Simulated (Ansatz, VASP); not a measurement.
**Two plane-wave programs on BN**

Contents of INCAR:

```
SYSTEM = BN
  ALGO = Normal
  EDIFF = 1E-6
  ENCUT = 520
  GGA = PE
  ISIF = 2
  ISMEAR = 0
  LASPH = .True.
  LCHARG = .False.
  LREAL = .False.
  LWAVE = .False.
  NBANDS = 11
  NELM = 100
  PREC = Accurate
  SIGMA = 0.05
```

Contents of KPOINTS:

```
k-points
0
Gamma
  12 12 12
  0 0 0
```

Contents of POSCAR:

```
BN
1.0
    0.0000000000      1.9580410800      1.7404809600
    1.9580410800      0.0000000000      1.7404809600
    1.9580410800      1.9580410800      0.0000000000
B N
1 1
Direct
    0.0000000000      0.0000000000      0.0000000000
    0.7500000000      0.7500000000      0.7500000000
```

Input for Ansatz:

```yaml
crystal:
  lattice:
    - [0.0, 1.95804108, 1.74048096]
    - [1.95804108, 0.0, 1.74048096]
    - [1.95804108, 1.95804108, 0.0]
  atoms:
    - { symbol: B, position: [0.0, 0.0, 0.0] }
    - { symbol: "N", position: [0.75, 0.75, 0.75] }
basis:
  ecutwfc: 420
kpoints:
  mp_grid: { grid: [12, 12, 12] }
hamiltonian:
  xc: pbe
scf:
  occupations: { method: gaussian, width: 0.05 }
output:
  forces: true
  stress: true
  eigenvalues: true
  write_density: true
  write_potential: true
  elf: true
  volumetric_format: npy
```

Change from the starting cell: strain +0.080 along x and y, -0.040 along z, atoms carried along.

Alike in both runs: task single point; functional PBE; k mesh 12 × 12 × 12; occupations gaussian, width 0.05 eV; no spin polarisation.

|  | VASP | Ansatz |
| --- | --- | --- |
| version | VASP 6.6.1 | Ansatz 0.2.0 |
| potentials or method | VASP PAW PBE potentials, release 64 (B, N) | scalar-relativistic, plane waves, PAW |
| plane-wave cutoff (eV) | 520 | 420 |
| valence electrons in the cell | 8 | 8 |

Ansatz gave:

| Quantity | Value |
| --- | --- |
| gap on the k mesh at the Fermi level (eV) | 2.70 |
| least direct gap on the mesh (eV) | 7.23 |
| pressure (GPa) | -34.4 |
| largest component of the traceless stress (GPa) | 36.43 |

Q: What did VASP give for the same quantities?

A: gap on the k mesh at the Fermi level (eV): 2.69; least direct gap on the mesh (eV): 7.22; pressure (GPa): -34.4; largest component of the traceless stress (GPa): 36.46.

Caveats: the cell as given lies far from equilibrium; so large a pressure means that the cell lies far from this level's equilibrium, or that cutoff or potentials fall short (VASP). A k mesh can miss the band edges.
